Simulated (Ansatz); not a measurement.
YN in Ansatz: convergence with k mesh

Input of the first run (k mesh 3 × 3 × 3); the others differ in this setting and in those tied to it:

The input input.yaml:

```yaml
crystal:
  lattice:
    - [0.0, 2.4385, 2.4385]
    - [2.4385, 0.0, 2.4385]
    - [2.4385, 2.4385, 0.0]
  atoms:
    - { symbol: "Y", position: [0.0, 0.0, 0.0] }
    - { symbol: "N", position: [0.5, 0.5, 0.5] }
hamiltonian:
  xc: pbe
  pseudopotentials: { kind: nc }
kpoints:
  mp_grid: { grid: [3, 3, 3] }
scf:
  occupations: { method: fermi_dirac, width: 0.1 }
output:
  forces: true
  stress: true
  eigenvalues: true
```

Potentials or basis: Ansatz NC.

Run with:

```bash
$ ansatz run input.yaml --threads 2 --pin off --max-ram 5632MiB --backend cpu --events-out ev --progress --plain --runs-dir out
```

Hardware: 2 threads of Intel(R) Xeon(R) Platinum 8375C CPU @ 2.90GHz (Ice Lake) (shared host).

Task: The values tried are 3 × 3 × 3, 4 × 4 × 4, 5 × 5 × 5, 7 × 7 × 7, 8 × 8 × 8, 11 × 11 × 11, 13 × 13 × 13, 15 × 15 × 15, loosest first. From which on does the energy stay within 1 meV/atom of the tightest run that finished?

Result: From 11 × 11 × 11 on.

| k mesh | energy less the tightest run, at zero smearing (meV/atom) | pressure (GPa) | SCF cycles | CPU time (s) | peak memory (GiB) |
| --- | --- | --- | --- | --- | --- |
| 3 × 3 × 3 | 107.00 | 4.79 | 8 | 0.61 | 0.28 |
| 4 × 4 × 4 | 29.57 | 3.41 | 7 | 0.84 | 0.28 |
| 5 × 5 × 5 | 11.51 | 3.25 | 8 | 0.99 | 0.29 |
| 7 × 7 × 7 | 2.33 | 3.04 | 7 | 1.4 | 0.31 |
| 8 × 8 × 8 | 1.12 | 3.01 | 7 | 1.8 | 0.32 |
| 11 × 11 × 11 | 0.18 | 2.98 | 7 | 3.3 | 0.36 |
| 13 × 13 × 13 | 0.05 | 2.97 | 7 | 4.7 | 0.39 |
| 15 × 15 × 15 | 0.00 | 2.97 | 7 | 6.6 | 0.42 |

Against the tightest run, the pressure stays within 0.1 GPa from 7 × 7 × 7 on. Meshes of other sizes hit other points, so gaps and Fermi surfaces needn't settle smoothly. The tightest run that finished is the yardstick and may itself not be fully converged.

Caveat, for the tightest run too: odd divisions of the mesh miss points on the zone boundary, where band edges often lie, so the gap on the mesh can be too wide.
